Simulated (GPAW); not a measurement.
# Work function of B/Cu(110) at several levels

Aim: the work function of both faces of B/Cu(110), and its spread over functionals and bases.

Main program and level: GPAW 26.7.0; GPAW, PAW setups; slab in vacuum, relaxation, in the first sound run; inputs show where later runs differ.

### Step 1. The starting structure

The cell holds 6 atoms: 5 Cu and 1 B. Its edges and angles: a = 3.610 Å, b = 2.553 Å, c = 21.605 Å, α = 90.0°, β = 90.0°, γ = 90.0°. Vacuum lies along c.

### Step 2. Relaxing the atoms

The atoms are relaxed first, since the surface dipole, and with it the work function, follows the positions of the outer layers. The lowest 2 atoms are held at bulk positions and keep their forces.

run.py

```python
import json
import numpy as np
from ase import Atoms
from ase.constraints import FixAtoms
from ase.optimize import BFGS
from gpaw import GPAW, PW

slab = Atoms(
    ['Cu', 'Cu', 'Cu', 'Cu', 'Cu', 'B'],
    positions=[
        [0.00000, 0.00000, 8.00000],
        [1.80500, 1.27633, 9.27633],
        [0.00000, 0.00000, 10.55266],
        [1.80500, 1.27633, 11.82898],
        [0.00000, 0.00000, 13.10531],
        [1.80500, 1.27633, 13.60531]],
    cell=[[3.61, 0.0, 0.0], [0.0, 2.55266, 0.0], [0.0, 0.0, 21.60531]],
    pbc=[True, True, False])

slab.calc = GPAW(mode=PW(500), xc='PBE', kpts={'size': (9, 12, 1), 'gamma': True},
                 occupations={'name': 'fermi-dirac', 'width': 0.1}, nbands='200%',
                 convergence={'density': 1e-05}, maxiter=200,
                 poissonsolver={'dipolelayer': 'xy'},
                 symmetry={'tolerance': 1e-3, 'extra_ids': [1, 1, 0, 0, 0, 0]}, txt='slab.txt')
result = {}
slab.set_constraint(FixAtoms([0, 1]))
path = []
opt = BFGS(slab, maxstep=0.2)
opt.attach(lambda: path.append((slab.get_potential_energy(), slab.positions.tolist(), slab.get_forces().tolist())))
result['relaxed'] = bool(opt.run(fmax=0.03, steps=40))
result['path'] = path
energy = slab.get_potential_energy()
fermi = slab.calc.get_fermi_level()
v = slab.calc.get_electrostatic_potential().mean((0, 1)) - fermi
n = slab.calc.get_pseudo_density().mean((0, 1))
L = slab.cell[2, 2]
z = np.arange(len(v)) * L / len(v)
low, high = slab.positions[:, 2].min(), slab.positions[:, 2].max()
below, above = np.interp([low - 5.8, high + 5.8], z, v)
slopes = [np.interp(x, z, np.gradient(v, z)) for x in (low - 5.8, high + 5.8)]
eps = np.array([[slab.calc.get_eigenvalues(k, s) for k in range(len(slab.calc.get_ibz_k_points()))]
                for s in range(slab.calc.get_number_of_spins())]) - fermi
top, bottom = eps[eps < 0].max(), eps[eps > 0].min()
dipole = slab.get_dipole_moment()[2]
print(f'energy {energy:.4f} eV, Fermi level {fermi:.4f} eV, dipole {dipole:.5f} e A')
print(f'potential 5.8 A off the faces, from the Fermi level: lower {below:.4f} eV, upper {above:.4f} eV')
print(f'slope of the potential there: lower {slopes[0]:.5f}, upper {slopes[1]:.5f} eV/A')
print(f'nearest levels on the mesh: {top:.4f} and {bottom:.4f} eV')
print('magnetic moment', round(slab.get_magnetic_moment(), 3))
result.update(energy=energy, fermi=fermi, dipole=dipole, below=below, above=above, slopes=slopes, edges=[top, bottom],
              z=z.tolist(), v=v.tolist(), n=n.tolist(), positions=slab.positions.tolist(),
              forces=slab.get_forces(apply_constraint=False).tolist(), moments=slab.get_magnetic_moments().tolist())
json.dump(result, open('result.json', 'w'))
```

The run is started by

```bash
$ OMP_NUM_THREADS=1 OPENBLAS_NUM_THREADS=1 python run.py
```

What it wrote:

```text
Step          Energy          fmax
BFGS:    0      -21.503343        3.222266
BFGS:    1      -21.701094        1.700348
BFGS:    2      -21.833778        1.116968
BFGS:    3      -21.875432        0.947063
BFGS:    4      -21.908905        0.759793
BFGS:    5      -21.949969        0.921897
BFGS:    6      -21.994806        0.900226
BFGS:    7      -22.020754        0.592937
BFGS:    8      -22.031579        0.379432
BFGS:    9      -22.038223        0.484741
BFGS:   10      -22.048429        0.526626
BFGS:   11      -22.065160        0.456122
BFGS:   12      -22.083357        0.287422
BFGS:   13      -22.091347        0.153043
BFGS:   14      -22.092979        0.054081
BFGS:   15      -22.093237        0.021417
energy -22.0574 eV, Fermi level -0.4024 eV, dipole -0.03934 e A
potential 5.8 A off the faces, from the Fermi level: lower 4.4318 eV, upper 5.2018 eV
slope of the potential there: lower 0.00002, upper -0.00004 eV/A
nearest levels on the mesh: -0.0546 and 0.0111 eV
magnetic moment 0.0
```

Elapsed: 68 min, on 1 thread of Arm Neoverse V1, shared host; peak memory 0.39 GiB.

Step by step:

| step | energy less that of the first step (eV) | largest force (eV/Å) |
| --- | --- | --- |
| 1 | 0.0000 | 3.2223 |
| 2 | -0.1977 | 1.7003 |
| 3 | -0.3306 | 1.1170 |
| 4 | -0.3725 | 0.9471 |
| 5 | -0.4065 | 0.7598 |
| 6 | -0.4486 | 0.9219 |
| 7 | -0.4949 | 0.9002 |
| 8 | -0.5216 | 0.5929 |
| 9 | -0.5326 | 0.3794 |
| 10 | -0.5393 | 0.4847 |
| 11 | -0.5493 | 0.5266 |
| 12 | -0.5660 | 0.4561 |
| 13 | -0.5842 | 0.2874 |
| 14 | -0.5924 | 0.1530 |
| 15 | -0.5941 | 0.0541 |
| 16 | -0.5944 | 0.0214 |

The atoms that moved most (Å):

| atom | dx | dy | dz | length |
| --- | --- | --- | --- | --- |
| Cu5 | 0.000 | 0.000 | 0.642 | 0.642 |
| B6 | 0.000 | 0.000 | 0.287 | 0.287 |
| Cu3 | 0.000 | 0.000 | 0.050 | 0.050 |
| Cu4 | 0.000 | 0.000 | 0.041 | 0.041 |

The relaxed structure:

```xyz
6
Lattice="3.6100 0.0000 0.0000 0.0000 2.5527 0.0000 0.0000 0.0000 21.6053" Properties=species:S:1:pos:R:3
Cu    0.0000    0.0000    8.0000
Cu    1.8050    1.2763    9.2763
Cu    0.0000    0.0000   10.6030
Cu    1.8050    1.2763   11.8698
Cu    0.0000    0.0000   13.7468
B     1.8050    1.2763   13.8921
```

Numbers from this step:

```
dipole along the normal                    : -0.03934 e·Å
levels nearest the Fermi level on the mesh : -0.05465, 0.01106 eV from the Fermi level
upper work function                        : 5.202 eV
lower work function                        : 4.432 eV
```

The electrostatic potential energy of an electron (without an applied field's), less the Fermi level, planar mean oscillates, so the rows of the table below give means over windows of 1.25 Å about each position, cut where the curve ends. Its maxima inside the range that stand out by 2 % of the span (Å: eV): 8.7: -5.07, 9.9: -4.58, 11.2: -5.54, 12.7: -0.196. Its minima: 8.0: -10.5, 9.3: -11.0, 10.6: -11.1, 11.9: -10.9, 13.8: -20.7.

Electrostatic potential energy of an electron (without an applied field's), less the Fermi level, planar mean against z; means over each step:

z (Å), electrostatic potential energy of an electron (without an applied field's), less the Fermi level, planar mean (eV) and a bar from the least value:
```
     0.62        4.5 ############################
     1.88        4.4 ############################
     3.12        4.4 ############################
     4.38        4.4 ############################
     5.62        4.3 ############################
     6.88        2.3 #######################
     8.12       -7.3 ##
     9.38       -7.9 
    10.62       -8.1 
    11.88       -7.5 #
    13.12       -6.3 ####
    14.38       -7.2 ##
    15.62        4.7 #############################
    16.88        5.2 ##############################
    18.12        5.2 ##############################
    19.38        5.2 ##############################
    20.62        5.2 ##############################
```

The pseudo valence density, planar mean oscillates, so the rows of the table below give means over windows of 1.35 Å about each position, cut where the curve ends. Its maxima inside the range that stand out by 2 % of the span (Å: e/Å³): 7.9: 1.43, 9.3: 1.56, 10.6: 1.56, 12.0: 1.44, 13.7: 1.65. Its minima: 8.7: 0.464, 10.0: 0.449, 11.2: 0.469, 12.7: 0.237.

The pseudo valence density, planar mean by z; means over each step:

z (Å), pseudo valence density, planar mean (e/Å³) and a bar:
```
     3.38       0.00 
     4.73       0.00 
     6.08       0.01 
     7.43       0.55 #################
     8.78       0.95 ##############################
    10.13       0.91 #############################
    11.48       0.93 #############################
    12.83       0.47 ###############
    14.18       0.82 ##########################
    15.53       0.03 #
    16.88       0.00 
    18.23       0.00
```

The relaxation lowered the energy of the cell by 0.594 eV (energies extrapolated to zero smearing; the optimiser's log prints free energies). The largest force left on a free atom is 0.021 eV/Å.

### Step 3. The slab's potential

The work function is the vacuum plateau of the electrostatic potential less the Fermi level; a dipole layer lets the two faces have plateaus of their own.

This step: GPAW, PAW setups; slab in vacuum (GPAW 26.7.0).

run.py: that of step 2 with these lines changed.

```diff
@@ -3,4 +3,2 @@
 from ase import Atoms
-from ase.constraints import FixAtoms
-from ase.optimize import BFGS
 from gpaw import GPAW, PW
@@ -12,6 +10,6 @@
         [1.80500, 1.27633, 9.27633],
-        [0.00000, 0.00000, 10.55266],
-        [1.80500, 1.27633, 11.82898],
-        [0.00000, 0.00000, 13.10531],
-        [1.80500, 1.27633, 13.60531]],
+        [0.00000, 0.00000, 10.60302],
+        [1.80500, 1.27633, 11.86976],
+        [-0.00000, -0.00000, 13.74684],
+        [1.80500, 1.27633, 13.89213]],
     cell=[[3.61, 0.0, 0.0], [0.0, 2.55266, 0.0], [0.0, 0.0, 21.60531]],
@@ -23,10 +21,4 @@
                  poissonsolver={'dipolelayer': 'xy'},
-                 symmetry={'tolerance': 1e-3, 'extra_ids': [1, 1, 0, 0, 0, 0]}, txt='slab.txt')
+                 symmetry={'tolerance': 1e-3}, txt='slab.txt')
 result = {}
-slab.set_constraint(FixAtoms([0, 1]))
-path = []
-opt = BFGS(slab, maxstep=0.2)
-opt.attach(lambda: path.append((slab.get_potential_energy(), slab.positions.tolist(), slab.get_forces().tolist())))
-result['relaxed'] = bool(opt.run(fmax=0.03, steps=40))
-result['path'] = path
 energy = slab.get_potential_energy()
```

What it wrote:

```text
energy -22.0574 eV, Fermi level -0.4024 eV, dipole -0.03923 e A
potential 5.8 A off the faces, from the Fermi level: lower 4.4317 eV, upper 5.2019 eV
slope of the potential there: lower 0.00001, upper -0.00003 eV/A
nearest levels on the mesh: -0.0547 and 0.0111 eV
magnetic moment 0.0
```

It took 6.8 min on 1 thread; peak memory 0.39 GiB.

Numbers from this step:

```yaml
dipole_along_the_normal: -0.03923 e·Å
levels_nearest_the_fermi_level_on_the_mesh: -0.05466, 0.01105 eV from the Fermi level
```

The electrostatic potential energy of an electron (without an applied field's), less the Fermi level, planar mean oscillates, so the rows of the table below give means over windows of 1.25 Å about each position, cut where the curve ends. Its maxima inside the range that stand out by 2 % of the span (Å: eV): 8.7: -5.07, 9.9: -4.58, 11.2: -5.54, 12.7: -0.196. Its minima: 8.0: -10.5, 9.3: -11.0, 10.6: -11.1, 11.9: -10.9, 13.8: -20.7.

The electrostatic potential energy of an electron (without an applied field's), less the Fermi level, planar mean by z; means over each step:

| z (Å) | electrostatic potential energy of an electron (without an applied field's), less the Fermi level, planar mean (eV) |
| --- | --- |
| 0.62 | 4.49 |
| 1.88 | 4.43 |
| 3.12 | 4.43 |
| 4.38 | 4.43 |
| 5.62 | 4.34 |
| 6.88 | 2.25 |
| 8.12 | -7.30 |
| 9.38 | -7.89 |
| 10.62 | -8.10 |
| 11.88 | -7.47 |
| 13.12 | -6.32 |
| 14.38 | -7.24 |
| 15.62 | 4.68 |
| 16.88 | 5.19 |
| 18.12 | 5.20 |
| 19.38 | 5.20 |
| 20.62 | 5.20 |

The pseudo valence density, planar mean oscillates, so the rows of the table below give means over windows of 1.35 Å about each position, cut where the curve ends. Its maxima inside the range that stand out by 2 % of the span (Å: e/Å³): 7.9: 1.43, 9.3: 1.56, 10.6: 1.56, 12.0: 1.44, 13.7: 1.65. Its minima: 8.7: 0.464, 10.0: 0.449, 11.2: 0.469, 12.7: 0.237.

Pseudo valence density, planar mean against z; means over each step:

| z (Å) | pseudo valence density, planar mean (e/Å³) |
| --- | --- |
| 3.38 | 1.2e-5 |
| 4.73 | 3.6e-4 |
| 6.08 | 0.0107 |
| 7.43 | 0.545 |
| 8.78 | 0.950 |
| 10.13 | 0.909 |
| 11.48 | 0.932 |
| 12.83 | 0.466 |
| 14.18 | 0.817 |
| 15.53 | 0.0321 |
| 16.88 | 7.3e-4 |
| 18.23 | 1.6e-5 |

Force by atom:

| atom | x (eV/Å) | y (eV/Å) | z (eV/Å) | size |
| --- | --- | --- | --- | --- |
| Cu1 | 0.000 | 0.000 | 0.288 | 0.288 |
| Cu2 | 0.000 | 0.000 | -0.267 | 0.267 |
| Cu3 | 0.000 | 0.000 | -0.022 | 0.022 |
| Cu4 | 0.000 | 0.000 | -0.006 | 0.006 |
| Cu5 | 0.000 | 0.000 | -0.003 | 0.003 |
| B6 | 0.000 | 0.000 | 0.010 | 0.010 |

The potential is flat to 2.7e-5 eV/Å where it is read, so the vacuum is wide enough.

### Step 4. Self-consistent run: xc = "RPBE"

The same geometry under RPBE, to see how far the functional moves the levels against the vacuum.

run.py: that of step 3 with these lines changed.

```diff
@@ -17,3 +17,3 @@
 
-slab.calc = GPAW(mode=PW(500), xc='PBE', kpts={'size': (9, 12, 1), 'gamma': True},
+slab.calc = GPAW(mode=PW(500), xc='RPBE', kpts={'size': (9, 12, 1), 'gamma': True},
                  occupations={'name': 'fermi-dirac', 'width': 0.1}, nbands='200%',
```

What it wrote:

```text
energy -19.5091 eV, Fermi level -0.2488 eV, dipole -0.04149 e A
potential 5.8 A off the faces, from the Fermi level: lower 4.2520 eV, upper 5.0665 eV
slope of the potential there: lower 0.00008, upper -0.00007 eV/A
nearest levels on the mesh: -0.0544 and 0.0116 eV
magnetic moment 0.0
```

Elapsed: 6.8 min, on 1 thread; peak memory 0.39 GiB.

This step gave:

```
dipole along the normal                    : -0.04149 e·Å
levels nearest the Fermi level on the mesh : -0.05438, 0.01155 eV from the Fermi level
upper work function                        : 5.067 eV
lower work function                        : 4.252 eV
```

The electrostatic potential energy of an electron (without an applied field's), less the Fermi level, planar mean oscillates, so the rows of the table below give means over windows of 1.25 Å about each position, cut where the curve ends. Its maxima inside the range that stand out by 2 % of the span (Å: eV): 8.7: -5.23, 9.9: -4.74, 11.2: -5.70, 12.7: -0.346. Its minima: 8.0: -10.6, 9.3: -11.2, 10.6: -11.3, 11.9: -11.1, 13.8: -20.8.

Table of electrostatic potential energy of an electron (without an applied field's), less the Fermi level, planar mean by z; means over each step:

z (Å), electrostatic potential energy of an electron (without an applied field's), less the Fermi level, planar mean (eV) and a bar from the least value:
```
     0.62        4.3 ############################
     1.88        4.3 ############################
     3.12        4.3 ############################
     4.38        4.2 ############################
     5.62        4.2 ############################
     6.88        2.1 #######################
     8.12       -7.4 ##
     9.38       -8.0 
    10.62       -8.2 
    11.88       -7.6 #
    13.12       -6.5 ####
    14.38       -7.4 ##
    15.62        4.5 #############################
    16.88        5.1 ##############################
    18.12        5.1 ##############################
    19.38        5.1 ##############################
    20.62        5.1 ##############################
```

Table of pseudo valence density, planar mean by z:

z (Å), pseudo valence density, planar mean (e/Å³) and a bar from the least value:
```
     0.00       0.00 
     0.58       0.00 
     1.16       0.00 
     1.74       0.00 
     2.31       0.00 
     2.89       0.00 
     3.47       0.00 
     4.05       0.00 
     4.63       0.00 
     5.21       0.00 
     5.79       0.00 
     6.37       0.01 
     6.94       0.06 #
     7.52       0.41 ########
     8.10       1.43 ############################
     8.68       0.46 #########
     9.26       1.56 ##############################
     9.84       0.45 #########
    10.42       1.24 ########################
    11.00       0.68 #############
    11.57       0.91 #################
    12.15       0.89 #################
    12.73       0.24 #####
    13.31       0.64 ############
    13.89       1.48 ############################
    14.47       0.31 ######
    15.05       0.07 #
    15.63       0.01 
    16.20       0.00 
    16.78       0.00 
    17.36       0.00 
    17.94       0.00 
    18.52       0.00 
    19.10       0.00 
    19.68       0.00 
    20.25       0.00 
    20.83       0.00 
    21.41       0.00
```

Force by atom:

| atom | x (eV/Å) | y (eV/Å) | z (eV/Å) | size |
| --- | --- | --- | --- | --- |
| Cu1 | 0.000 | 0.000 | 0.043 | 0.043 |
| Cu2 | 0.000 | 0.000 | -0.306 | 0.306 |
| Cu3 | 0.000 | 0.000 | 0.005 | 0.005 |
| Cu4 | 0.000 | 0.000 | 0.009 | 0.009 |
| Cu5 | 0.000 | 0.000 | 0.081 | 0.081 |
| B6 | 0.000 | 0.000 | 0.171 | 0.171 |

The upper face's work function is 5.067 eV, against 5.202 eV in the first plane-wave PBE run at this geometry.

### Step 5. Self-consistent run: xc = "revPBE"

The same geometry under revPBE, to see how far the functional moves the levels against the vacuum.

run.py: that of step 4 with these lines changed.

```diff
@@ -17,3 +17,3 @@
 
-slab.calc = GPAW(mode=PW(500), xc='RPBE', kpts={'size': (9, 12, 1), 'gamma': True},
+slab.calc = GPAW(mode=PW(500), xc='revPBE', kpts={'size': (9, 12, 1), 'gamma': True},
                  occupations={'name': 'fermi-dirac', 'width': 0.1}, nbands='200%',
```

What it wrote:

```text
energy -19.9667 eV, Fermi level -0.2763 eV, dipole -0.04100 e A
potential 5.8 A off the faces, from the Fermi level: lower 4.2761 eV, upper 5.0811 eV
slope of the potential there: lower 0.00002, upper -0.00003 eV/A
nearest levels on the mesh: -0.0545 and 0.0116 eV
magnetic moment 0.0
```

Wall time 7.3 min (1 thread); peak memory 0.39 GiB.

Numbers from this step:

* dipole along the normal: -0.04100 e·Å
* levels nearest the Fermi level on the mesh: -0.05445, 0.01156 eV from the Fermi level
* upper work function: 5.081 eV
* lower work function: 4.276 eV

The electrostatic potential energy of an electron (without an applied field's), less the Fermi level, planar mean oscillates, so the rows of the table below give means over windows of 1.25 Å about each position, cut where the curve ends. Its maxima inside the range that stand out by 2 % of the span (Å: eV): 8.7: -5.19, 9.9: -4.69, 11.2: -5.65, 12.7: -0.307. Its minima: 8.0: -10.6, 9.3: -11.1, 10.6: -11.2, 11.9: -11.0, 13.8: -20.8.

Table of electrostatic potential energy of an electron (without an applied field's), less the Fermi level, planar mean by z; means over each step:

| z (Å) | electrostatic potential energy of an electron (without an applied field's), less the Fermi level, planar mean (eV) |
| --- | --- |
| 0.62 | 4.34 |
| 1.88 | 4.28 |
| 3.12 | 4.28 |
| 4.38 | 4.27 |
| 5.62 | 4.18 |
| 6.88 | 2.11 |
| 8.12 | -7.41 |
| 9.38 | -8.01 |
| 10.62 | -8.20 |
| 11.88 | -7.57 |
| 13.12 | -6.42 |
| 14.38 | -7.33 |
| 15.62 | 4.57 |
| 16.88 | 5.07 |
| 18.12 | 5.08 |
| 19.38 | 5.08 |
| 20.62 | 5.08 |

The upper face's work function is 5.081 eV, against 5.202 eV in the first plane-wave PBE run at this geometry.

### Step 6. Self-consistent run: xc = "vdW-DF2"

The same geometry under vdW-DF2, to see how far the functional moves the levels against the vacuum (the van der Waals functionals take revPBE setups).

run.py: that of step 5 with these lines changed.

```diff
@@ -17,3 +17,3 @@
 
-slab.calc = GPAW(mode=PW(500), xc='revPBE', kpts={'size': (9, 12, 1), 'gamma': True},
+slab.calc = GPAW(mode=PW(500), xc='vdW-DF2', kpts={'size': (9, 12, 1), 'gamma': True},
                  occupations={'name': 'fermi-dirac', 'width': 0.1}, nbands='200%',
```

What it wrote:

```text
energy -307.2380 eV, Fermi level -0.5661 eV, dipole -0.03076 e A
potential 5.8 A off the faces, from the Fermi level: lower 4.8289 eV, upper 5.4328 eV
slope of the potential there: lower -0.00016, upper 0.00006 eV/A
nearest levels on the mesh: -0.0006 and 0.0354 eV
magnetic moment 0.0
```

It took 9.3 min on 1 thread; peak memory 0.55 GiB.

Numbers from this step:

| Property | Result |
| --- | --- |
| dipole along the normal | -0.03076 e·Å |
| levels nearest the Fermi level on the mesh | -5.67e-4, 0.03538 eV from the Fermi level |
| upper work function | 5.433 eV |
| lower work function | 4.829 eV |

The upper face's work function is 5.433 eV, against 5.202 eV in the first plane-wave PBE run at this geometry.

### Step 7. OptPBE vdW: xc = "optPBE-vdW"

The same geometry under optPBE-vdW, to see how far the functional moves the levels against the vacuum (the van der Waals functionals take revPBE setups).

run.py: that of step 6 with these lines changed.

```diff
@@ -17,3 +17,3 @@
 
-slab.calc = GPAW(mode=PW(500), xc='vdW-DF2', kpts={'size': (9, 12, 1), 'gamma': True},
+slab.calc = GPAW(mode=PW(500), xc='optPBE-vdW', kpts={'size': (9, 12, 1), 'gamma': True},
                  occupations={'name': 'fermi-dirac', 'width': 0.1}, nbands='200%',
```

What it wrote:

```text
energy -76.7157 eV, Fermi level -0.4843 eV, dipole -0.03778 e A
potential 5.8 A off the faces, from the Fermi level: lower 4.5945 eV, upper 5.3362 eV
slope of the potential there: lower 0.00001, upper -0.00005 eV/A
nearest levels on the mesh: -0.0636 and 0.0034 eV
magnetic moment 0.0
```

Run time: 7.4 min. Hardware: 1 thread; peak memory 0.55 GiB.

This step gave:

- dipole along the normal: -0.03778 e·Å
- levels nearest the Fermi level on the mesh: -0.06364, 0.003406 eV from the Fermi level
- upper work function: 5.336 eV
- lower work function: 4.594 eV

The upper face's work function is 5.336 eV, against 5.202 eV in the first plane-wave PBE run at this geometry.

(Part 1 of 2 ends here.)

[Logs are printed without paths, hosts, clocks, repeated set-up lines and the standing remarks that a program may print on its own settings, such as how far it seeks lower states.]

[Hosts, paths, dates, database ids (printed as entryN), source tags and the programs' standing remarks are cut or masked in the printed files.]
